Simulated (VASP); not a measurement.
A run of VASP 6.6.1:

File INCAR:

```
  PREC = Accurate
  ENCUT = 600
  EDIFF = 1E-6
  ISMEAR = 0
  SIGMA = 0.03
  LREAL = F
  LASPH = T
  NELM = 80
  ALGO = Normal
  ISIF = 3
  LWAVE = F
  LCHARG = F
  GGA = RP
  IBRION = 2
  NSW = 90
  EDIFFG = -0.01
  KPAR = 2
```

KPOINTS

```
Automatic mesh
0
Gamma
  12 12 12
```

Contents of POSCAR:

```
CO2
1.0
   -1.7759000000      1.7759000000      2.9592000000
    1.7759000000     -1.7759000000      2.9592000000
    1.7759000000      1.7759000000     -2.9592000000
C O
2 4
Direct
    0.0000000000      0.0000000000      0.0000000000
    0.7500000000      0.2500000000      0.5000000000
    0.3750000000      0.3390000000      0.4640000000
    0.6610000000      0.1250000000      0.0360000000
    0.8750000000      0.9110000000      0.5360000000
    0.0890000000      0.6250000000      0.9640000000
```

Potentials or basis: VASP PAW PBE potentials, release 64 (C, O).

Command:

```bash
$ cat potpaw_PBE.64/C/POTCAR potpaw_PBE.64/O/POTCAR > POTCAR
$ mpirun -np 2 vasp_std > vasp.out
```

Hardware: 2 MPI ranks on Intel(R) Xeon(R) Platinum 8175M CPU @ 2.50GHz (Skylake/Cascade Lake), on a shared host.

**Question.** Estimate the wall time of this run.

**Answer.** It took 11 min on 2 MPI ranks on Intel(R) Xeon(R) Platinum 8175M CPU @ 2.50GHz (Skylake/Cascade Lake), on a shared host, peak memory 0.24 GiB a rank. Counts: scf iterations 119, k points 163, ion steps 15.
